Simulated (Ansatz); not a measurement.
MnS:

```
CELL_PARAMETERS angstrom
0.00000 2.60450 2.60450
2.60450 0.00000 2.60450
2.60450 2.60450 0.00000
ATOMIC_POSITIONS crystal
Mn 0.00000 0.00000 0.00000
S 0.50000 0.50000 0.50000
```

| Property | Result |
| --- | --- |
| Program | Ansatz 0.2.0 |
| Task | relaxation of cell and atoms |
| Functional | PBEsol |
| Dispersion | D3(BJ)-ATM |
| Potentials or basis | Ansatz PAW |
| Cutoff | 420 eV (not typed: the program's choice for these potentials) |
| k mesh | 9 × 9 × 9 |
| Occupations | fermi-dirac, width 0.05 eV |
| Spin | collinear spin, ferromagnetic start |
| Starting moments | [4.0, 0.0] μB |

At the start: volume 17.67 Å³/atom.

**Question.** How do energy, volume and symmetry change on relaxing?

**Answer.** It ends after 5 steps and the volume is 15.76 Å³/atom (-10.8 %); space group Fm-3m (No. 225, to 0.05 Å); moment 4.28 μB per cell.

Step by step:
| step | energy change (eV) | largest force (eV/Å) | volume (Å³) |
| --- | --- | --- | --- |
| 1 | 0.0000 | 0.0000 | 35.33 |
| 2 | -0.1917 | 0.0000 | 31.49 |
| 3 | -0.1920 | 0.0000 | 31.53 |
| 4 | -0.1920 | 0.0000 | 31.52 |
| 5 | -0.1913 | 0.0000 | 31.52 |

Final structure:
```yaml
crystal:
  lattice:
    - [0.00000, 2.50730, 2.50730]
    - [2.50730, 0.00000, 2.50730]
    - [2.50730, 2.50730, 0.00000]
  atoms:
    - { symbol: Mn, position: [0.00000, 0.00000, 0.00000] }
    - { symbol: S, position: [0.50000, 0.50000, 0.50000] }
```

Caveat: the plane-wave basis is chosen anew once the cell has moved, so the energies of steps on either side of that aren't comparable; a cell with one magnetic atom can't hold antiferromagnetic order, which such compounds often take; pairwise dispersion overbinds metals, which lowers pressure and volume; the PAW data sets come from PBE, with cores solved anew for the run's functional, which leaves a small shift of forces and pressure.
